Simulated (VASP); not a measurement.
# InPd: molecular dynamics at constant energy

InPd, Pm-3m (no. 221), 8 atoms in the cell. PBE, molecular dynamics; PAW potentials In, Pd (PBE set).

Ensemble: NVE; Starting temperature (K): 1600.

## Input

INCAR:
```
ALGO = Fast ; ANDERSEN_PROB = 0.0
EDIFF = 1E-6 ; ENCUT = 250
GGA = PE ; IBRION = 0
ISIF = 2 ; ISMEAR = -1
ISYM = 0 ; KPAR = 2
LASPH = True ; LCHARG = False
LREAL = Auto ; LWAVE = False
MDALGO = 1 ; NELM = 60
NELMIN = 4 ; NSW = 60
POTIM = 4.0 ; PREC = Normal
RANDOM_SEED = 83727 0 0 ; SIGMA = 0.069
TEBEG = 1600
```

KPOINTS:
```
k-points
0
Monkhorst-Pack
  4 4 1
```

POSCAR:
```
InPd
1.0
    3.2718847800      0.0000000000      0.0000000000
    0.0000000000      3.2718847800      0.0000000000
    0.0000000000      0.0000000000     13.0875391200
In Pd
4 4
Direct
    0.0000000000      0.0000000000      0.0000000000
    0.0000000000      0.0000000000      0.2500000000
    0.0000000000      0.0000000000      0.5000000000
    0.0000000000      0.0000000000      0.7500000000
    0.5000000000      0.5000000000      0.1250000000
    0.5000000000      0.5000000000      0.3750000000
    0.5000000000      0.5000000000      0.6250000000
    0.5000000000      0.5000000000      0.8750000000
```

Commands:
```
cat potpaw_PBE.64/In/POTCAR potpaw_PBE.64/Pd/POTCAR > POTCAR
mpirun -np 2 vasp_std > vasp.out
```

## Result

- Rise of the mean potential energy above the start (meV/atom): 88.2
- Mean temperature (K): 822
- Standard error of the mean temperature (K): 104
- Relative fluctuation of the kinetic energy: 0.345
- Canonical value of that fluctuation: 0.309
- Electronic steps per ionic step after the first: 5.1

Course of the run:

| Time (fs) | Temperature (K) | Potential energy less the first (meV/atom) |
|---|---|---|
| 4 | 1600 | 0.0 |
| 24 | 1300 | 34.0 |
| 40 | 764 | 94.7 |
| 60 | 346 | 142.1 |
| 76 | 507 | 123.8 |
| 96 | 847 | 85.2 |
| 112 | 841 | 86.0 |
| 132 | 692 | 102.9 |
| 148 | 636 | 109.3 |
| 168 | 686 | 103.6 |
| 184 | 839 | 86.3 |
| 204 | 967 | 71.9 |
| 220 | 906 | 78.9 |
| 240 | 844 | 86.1 |

The mean temperature lies below the starting 1600 K, since the atoms start on their sites and part of their kinetic energy turns into potential energy.

REPORT:
```
MDALGO =   1
         ANDERSEN_PROB =  0.00000000
               SCALING =       0
                 CNEXP =     9.000   14.000
           RANDOM_SEED =             83727                0                0

   original number of atomic DOF:         21
   number of independent constraints:      0
   number of active DOF:                  21

========================================
         MD step No.       1
========================================

  Atomic velocities initialized by STEP_tb

  >Energies
                    E_tot             E_pot             E_kin               EPS                ES
   e_b>   -0.33753760E+02   -0.35201480E+02    0.14477194E+01    0.00000000E+00    0.00000000E+00

  >Temperature
               T_sim     T_inst
   tmprt>   1600.000   1599.998

  >Thermostat, num. of collisions:                0

           RANDOM_SEED =             83727               96                0

[... steps left out ...]

========================================
         MD step No.      60
========================================

  >Energies
                    E_tot             E_pot             E_kin               EPS                ES
   e_b>   -0.33749412E+02   -0.34512843E+02    0.76343068E+00    0.00000000E+00    0.00000000E+00

  >Temperature
               T_sim     T_inst
   tmprt>   1600.000    843.733

  >Thermostat, num. of collisions:                0

           RANDOM_SEED =             83727             2928                0
```

OSZICAR:
```
N       E                     dE             d eps       ncg     rms          rms(c)
DAV:   1     0.175594461292E+03    0.17559E+03   -0.14810E+04   496   0.813E+02
DAV:   2    -0.292013912974E+02   -0.20480E+03   -0.19505E+03   574   0.208E+02
DAV:   3    -0.359679575605E+02   -0.67666E+01   -0.66442E+01   560   0.383E+01
DAV:   4    -0.361145539282E+02   -0.14660E+00   -0.14633E+00   614   0.523E+00
DAV:   5    -0.361176876043E+02   -0.31337E-02   -0.31179E-02   604   0.736E-01    0.128E+01
RMM:   6    -0.355074673606E+02    0.61022E+00   -0.12335E+00   496   0.667E+00    0.680E+00
RMM:   7    -0.352318024843E+02    0.27566E+00   -0.22656E-01   496   0.189E+00    0.173E+00
RMM:   8    -0.352005948056E+02    0.31208E-01   -0.88671E-02   497   0.149E+00    0.832E-01
RMM:   9    -0.352019179059E+02   -0.13231E-02   -0.14846E-02   511   0.393E-01    0.124E+00
RMM:  10    -0.352016405848E+02    0.27732E-03   -0.74678E-03   507   0.328E-01    0.314E-01
RMM:  11    -0.352015766300E+02    0.63955E-04   -0.14291E-03   516   0.159E-01    0.251E-01
RMM:  12    -0.352015933723E+02   -0.16742E-04   -0.29521E-04   534   0.546E-02    0.249E-01
[... left out ...]
     59 T=   841. E= -.33749404E+02 F= -.34510580E+02 E0= -.34471341E+02  EK= 0.76118E+00 SP= 0.00E+00 SK= 0.00E+00
[... last step whole ...]
       N       E                     dE             d eps       ncg     rms          rms(c)
DAV:   1    -0.345127589396E+02   -0.21790E-02   -0.91947E-03   618   0.950E-01    0.198E-02
RMM:   2    -0.345128344755E+02   -0.75536E-04   -0.81156E-04   496   0.171E-01    0.119E-02
RMM:   3    -0.345128411961E+02   -0.67206E-05   -0.78690E-05   494   0.498E-02    0.709E-03
RMM:   4    -0.345128426093E+02   -0.14131E-05   -0.18394E-05   498   0.222E-02    0.718E-03
RMM:   5    -0.345128430179E+02   -0.40866E-06   -0.50715E-06   407   0.109E-02
     60 T=   844. E= -.33749412E+02 F= -.34512843E+02 E0= -.34473615E+02  EK= 0.76343E+00 SP= 0.00E+00 SK= 0.00E+00
```

Limits: 240 fs of 8 atoms are too short for converged averages; the cell is only 3.3 Å across, so each atom moves in step with near copies of itself.

VASP 6.6.1 took 142 s on 2 cores (Intel Xeon 6975P-C (Granite Rapids)), a shared host.
